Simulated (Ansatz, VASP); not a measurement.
## One calculation of Ni, two programs

Contents of INCAR:

```
PREC = Accurate ; ENCUT = 520
EDIFF = 1E-6 ; ISMEAR = -1
SIGMA = 0.1 ; LREAL = F
LASPH = T ; NELM = 150
ALGO = Normal ; ISIF = 2
LWAVE = F ; LCHARG = T
ISPIN = 2 ; MAGMOM = 2
LORBIT = 11 ; LMAXMIX = 4
LDAU = T ; LDAUTYPE = 2
LDAUL = 2 ; LDAUU = 3.8
LDAUJ = 0 ; LDAUPRINT = 1
GGA = PE ; LELF = T
LVHAR = T ; NBANDS = 15
```

Contents of KPOINTS:

```
regular mesh
0
Gamma
  13 13 13
```

Contents of POSCAR:

```
Ni
1.0
    0.0000000000      1.7691000000      1.7691000000
    1.7691000000      0.0000000000      1.7691000000
    1.7691000000      1.7691000000      0.0000000000
Ni
1
Direct
    0.0000000000      0.0000000000      0.0000000000
```

Input for Ansatz:

```yaml
crystal:
  lattice:
    - [0.0, 1.7691, 1.7691]
    - [1.7691, 0.0, 1.7691]
    - [1.7691, 1.7691, 0.0]
  atoms:
    - { symbol: Ni, position: [0.0, 0.0, 0.0], spin: 2.0 }
magnetization:
  spin_polarized: true
hamiltonian:
  xc: pbe
  pseudopotentials: { kind: paw }
  hubbard: { sites: [{ species: Ni, l: d, u_eff: 3.8 }] }
basis:
  ecutwfc: 420
kpoints:
  mp_grid: { grid: [13, 13, 13] }
scf:
  occupations: { method: fermi_dirac, width: 0.1 }
  lower_state_search: "off"
  max_iter: 15
output:
  forces: true
  stress: true
```

Alike in both runs: task single point; functional PBE; k mesh 13 × 13 × 13; occupations fermi-dirac, width 0.1 eV; collinear spin; Hubbard terms Ni d U = 3.8 eV.

|  | VASP | Ansatz |
| --- | --- | --- |
| version | VASP 6.6.1 | Ansatz 0.2.0 |
| potentials or method | VASP PAW PBE potentials, release 64 (Ni) | PAW, plane waves, scalar-relativistic |
| plane-wave cutoff (eV) | 520 | 420 |
| valence electrons in the cell | 10 | 18 |

Ansatz gave:

* pressure (GPa): -1.7
* net moment per atom (μB): 0.66
* size of the moment on the site where the two differ most (μB): 0.72

Question: Which values does VASP return?

Answer: Pressure (GPa): -7.7; net moment per atom (μB): 0.76; size of the moment on the site where the two differ most (μB): 0.79.

Site moments also hang on the region over which each program counts them. The programs project onto different local orbitals, so the same U acts differently. The two sets of potentials don't hold the same shells in valence. Ansatz warned: «filled_band_counts_differ_across_k_points».

Caveats: the U is typed as a test and isn't derived for this compound. The state reached can hang on the start; a lower one may exist.
